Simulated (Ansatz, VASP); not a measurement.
## Nb: VASP beside Ansatz

```
Nb
1.0
     0.00000    2.91617    2.91617
     2.91617    0.00000    2.91617
     2.91617    2.91617    0.00000
Nb
2
Direct
  0.12500 0.12500 0.12500
  0.87500 0.87500 0.87500
```

Alike in both runs: task single point; functional LDA; k mesh 11 × 11 × 11; occupations fermi-dirac, width 0.1 eV; no spin polarisation.

```csv
,VASP,Ansatz
version,VASP 6.6.1,Ansatz 0.2.0
potentials or method,"VASP PAW LDA potentials, release 64 (Nb_sv)","plane waves (420 eV) with PAW, scalar-relativistic"
plane-wave cutoff (eV),520,420
valence electrons in the cell,26,26
```

```csv
,VASP,Ansatz,Ansatz less VASP
pressure (GPa),-2.9,-2.9,-0.02
```

Ansatz warned: «pseudo_functional_mismatch».
